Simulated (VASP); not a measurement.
VASP 6.6.1 run: GaP

INCAR

```
PREC = Accurate
NBANDS = 16
NSW = 0
EDIFF = 1E-7
LREAL = .FALSE.
GGA = PE
ISMEAR = -5
LCHARG = .FALSE.
SIGMA = 0.1
NELM = 59
ISIF = 2
LASPH = .TRUE.
ENCUT = 520
IBRION = -1
LWAVE = .FALSE.
```

KPOINTS

```
KPOINTS created by Atomic Simulation Environment
0
Gamma
8 8 8
0 0 0
```

POSCAR

```
Ga P
 1.0000000000000000
     0.0000000000000000    2.7253992946999999    2.7253992946999999
     2.6163833229000000    0.0000000000000000    2.7253992946999999
     2.6163833229000000    2.7253992946999999    0.0000000000000000
 Ga  P
   1   1
Cartesian
  0.0000000000000000  0.0000000000000000  0.0000000000000000
  1.3081916614500000  1.3626996473499999  1.3626996473499999
```

The recommended PBE PAW datasets give the neutral cell 18 valence electrons.

Command

```
mpirun -np 1 vasp_std
```

Question: Predict the outcome of this run.

Answer: It converged. Results: gap between bands v and c on the k mesh 1.18 eV; least direct gap on the k mesh 2.01 eV; pressure 6.3 GPa. Band v is the last that the valence electrons fill when counted band by band, and c is the next.

OSZICAR

```
N       E                     dE             d eps       ncg     rms          rms(c)
DAV:   1     0.828179254920E+02    0.82818E+02   -0.90549E+03  1944   0.165E+03
DAV:   2    -0.306219123139E+01   -0.85880E+02   -0.82358E+02  2168   0.320E+02
DAV:   3    -0.924870948071E+01   -0.61865E+01   -0.61650E+01  2344   0.661E+01
DAV:   4    -0.934376453075E+01   -0.95055E-01   -0.95039E-01  2328   0.875E+00
DAV:   5    -0.934550207324E+01   -0.17375E-02   -0.17375E-02  2424   0.104E+00    0.445E+00
DAV:   6    -0.909275451272E+01    0.25275E+00   -0.38151E-01  2928   0.110E+01    0.297E+00
DAV:   7    -0.906214600689E+01    0.30609E-01   -0.10412E-01  2568   0.224E+00    0.116E+00
DAV:   8    -0.906235293524E+01   -0.20693E-03   -0.13778E-02  2256   0.143E+00    0.232E-01
DAV:   9    -0.906274273755E+01   -0.38980E-03   -0.13260E-03  2480   0.483E-01    0.766E-02
DAV:  10    -0.906280393430E+01   -0.61197E-04   -0.11029E-04  2936   0.127E-01    0.352E-02
DAV:  11    -0.906286892890E+01   -0.64995E-04   -0.87235E-05  2264   0.768E-02    0.531E-03
DAV:  12    -0.906286865995E+01    0.26894E-06   -0.24191E-06  2352   0.201E-02    0.370E-03
DAV:  13    -0.906286893821E+01   -0.27825E-06   -0.78598E-07  2536   0.740E-03    0.204E-03
DAV:  14    -0.906286896145E+01   -0.23238E-07   -0.21001E-08  1680   0.113E-03
   1 F= -.90628690E+01 E0= -.90628690E+01  d E =0.000000E+00
```

For comparison, a separate PBE run of the intended cell, on usual settings and not on those above, gives a gap of 1.18 eV on its mesh and a pressure of 6.3 GPa.
